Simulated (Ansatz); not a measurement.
# HfO2: the cell at several levels of theory

Aim: relax HfO2, monoclinic host with PBE, r2SCAN and PBEsol and see how far the functionals disagree on the cell. This is a trial cell built on a prototype, not taken from a measured structure, and it needn't be the compound's ground state.

The runs shown are made with Ansatz 0.2.0. PAW datasets, plane waves, zero pressure. Spin-unpolarised throughout. Whether this structure exists isn't addressed.

### 1 The structure to begin with

This is the cell as the run starts from it, not yet at rest; its lengths are not the crystal's.

It is monoclinic, P2_1/c (No. 14); conventional cell a = 5.094 Å, b = 5.151 Å, c = 5.276 Å, β = 99.6°, 11.38 Å³ an atom. Near Hf stand 7 O at 2.03–2.24 Å; near O stand 4 Hf at 2.13–2.24 Å; near O stand 3 Hf at 2.03–2.13 Å.

As a file:

```
Hf O
1.0
     5.09418    0.00000    0.00000
     0.00000    5.15064    0.00000
    -0.87617    0.00000    5.20295
Hf O
4 8
Cartesian
  0.7864 2.3593 3.6832
  2.9935 4.9347 4.1212
  3.4316 2.7913 1.5197
  1.2245 0.2160 1.0817
  1.4248 3.8245 5.0915
  2.3551 1.2492 2.7129
  2.7932 1.3262 0.1115
  1.8629 3.9015 2.4900
  0.0449 1.7036 1.8015
  4.6112 4.2789 0.7999
  4.1731 3.4470 3.4014
  -0.3932 0.8717 4.4030
```

### 2 Relaxing with PBE

input.yaml

```yaml
crystal:
  lattice:
    - [5.09417501, 0.0, 0.0]
    - [0.0, 5.1506447, 0.0]
    - [-0.87616898, 0.0, 5.2029535]
  atoms:
    - { symbol: Hf, position: [0.27613578, 0.45806468, 0.70790733] }
    - { symbol: Hf, position: [0.72386422, 0.95806468, 0.79209267] }
    - { symbol: Hf, position: [0.72386422, 0.54193532, 0.29209267] }
    - { symbol: Hf, position: [0.27613578, 0.04193532, 0.20790733] }
    - { symbol: O, position: [0.44799782, 0.74252595, 0.97857799] }
    - { symbol: O, position: [0.55200218, 0.24252595, 0.52142201] }
    - { symbol: O, position: [0.55200218, 0.25747405, 0.02142201] }
    - { symbol: O, position: [0.44799782, 0.75747405, 0.47857799] }
    - { symbol: O, position: [0.06836078, 0.33075888, 0.34625278] }
    - { symbol: O, position: [0.93163922, 0.83075888, 0.15374722] }
    - { symbol: O, position: [0.93163922, 0.66924112, 0.65374722] }
    - { symbol: O, position: [0.06836078, 0.16924112, 0.84625278] }
kpoints:
  mp_grid: { grid: [6, 6, 6] }
hamiltonian:
  xc: pbe
scf:
  occupations: { method: fermi_dirac, width: 0.02 }
relax:
  f_tol: 0.005
  cell: {}
```

Further steps of the session: Relaxation with r2SCAN; Relaxing with PBEsol.

What does the calculation give? Wanted: for each run, a; b; c; β; volume; space group; SCF geometries.

The runs gave:

| level | a (Å) | b (Å) | c (Å) | β (°) | volume (Å³/atom) | space group | SCF geometries |
| --- | --- | --- | --- | --- | --- | --- | --- |
| PBE | 5.161 | 5.212 | 5.352 | 99.658 | 11.826 | P2_1/c | 10 |
| r2SCAN | 5.114 | 5.181 | 5.295 | 99.455 | 11.533 | P2_1/c | 8 |
| PBEsol | 5.096 | 5.177 | 5.272 | 99.624 | 11.426 | P2_1/c | 10 |

What this shows: The first relaxation changed the volume by +4.0 % from the start. PBEsol gives the smallest cell and PBE the largest; they differ by 3.5 % in volume, a mean of 1.2 % in length. The meshes differ: PBE 6×6×6, r2SCAN 4×4×4, PBEsol 4×4×4.
